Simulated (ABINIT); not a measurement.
## BN: single point with AM05

BN:

```
CELL_PARAMETERS angstrom
0.00000 1.81300 1.81300
1.81300 0.00000 1.81300
1.81300 1.81300 0.00000
ATOMIC_POSITIONS crystal
N 0.25000 0.25000 0.25000
B 0.00000 0.00000 0.00000
```

The cell is a database's computed one.

```yaml
Program: ABINIT 10.8.3 (patched build)
Task: single point
Functional: AM05
Potentials_or_basis: JTH PAW PBE v2.0
Cutoff: 844 eV
k_mesh: 13 × 13 × 13
Occupations: fermi-dirac, width 0.05 eV
Spin: no spin polarisation
```

| Property | Result |
| --- | --- |
| Pressure | -6.8 GPa |
| Band gap on the k mesh | 4.35 eV, indirect (least direct gap 8.68 eV) |
| Valence electrons inside the program's atomic spheres | N 2.70; B 2.04 |

Levels at points of the mesh, in eV from the valence-band top:
```
           k point  band 2  band 3  band 4  band 5  band 6  band 7
(0.00, 0.00, 0.00)    0.00    0.00    0.00    8.68    8.68    8.68
```

Run time: 14 s on 1 thread of Arm Neoverse V2, on a shared host, peak memory 0.09 GiB.

The gap isn't set beside the measured one, since this odd mesh misses points on the zone boundary.

Caveat: the PAW data sets were made with another functional, which shifts forces and pressure a little; an odd mesh through Γ misses points on the zone boundary, where band edges often lie.
